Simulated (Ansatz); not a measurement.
# MgO: phonons with PBEsol

**Experimental background.**

From “Electronic structure of alkaline earth and post-transition metal oxides”, 2009, arxiv:0908.1581, for a bulk crystal of MgO: band gap 7.83 eV.

MgO:

```
Mg O
1.0
     0.00000    2.09700    2.09700
     2.09700    0.00000    2.09700
     2.09700    2.09700    0.00000
Mg O
1 1
Direct
  0.00000 0.00000 0.00000
  0.50000 0.50000 0.50000
```

The cell is a database's computed one.

```
Program             : Ansatz 0.2.0
Task                : phonons
Functional          : PBEsol
Potentials or basis : all-electron LAPW, scalar-relativistic
Cutoff              : 338 eV (chosen from the basis error)
Basis error allowed : 0.001 eV/atom
k mesh              : 8 × 8 × 8
Occupations         : fermi-dirac, width 0.05 eV
Spin                : no spin polarisation
```

- Band gap on the k mesh: 4.76 eV, direct
- Highest phonon frequency at Γ, LO-TO splitting left out: 400 cm⁻¹

Levels at points of the mesh, in eV from the valence-band top:
| k point | band 5 | band 6 | band 7 | band 8 | band 9 | band 10 | band 11 | band 12 | band 13 |
| --- | --- | --- | --- | --- | --- | --- | --- | --- | --- |
| (0.00, 0.00, 0.00) | -38.77 | -17.26 | 0.00 | 0.00 | 0.00 | 4.76 | 15.71 | 15.71 | 15.71 |
| (0.00, 0.00, -0.50) | -38.77 | -15.88 | -4.73 | -0.68 | -0.68 | 7.83 | 12.65 | 16.31 | 16.31 |
| (0.00, -0.50, -0.50) | -38.80 | -15.65 | -4.17 | -1.38 | -1.38 | 8.95 | 10.02 | 13.10 | 19.04 |

Phonon frequencies in cm⁻¹ (negative: imaginary):
| q point | frequencies |
| --- | --- |
| (0.000, 0.000, 0.000) | 0 0 0 400 400 400 |

Run time: 18 s on 1 thread of Arm Neoverse V1 (shared host), peak memory 0.27 GiB.

Measured gap of MgO: 7.83 eV (quoted in “Electronic structure of alkaline earth and post-transition metal oxides”, 2009, arxiv:0908.1581). This calculation gives 4.76 eV (-3.07 eV). The value is that of PBEsol, without temperature or zero-point motion. Semilocal functionals fall short of measured gaps as a rule. The cell is a database's relaxed one, not the measured one, which moves gaps too.
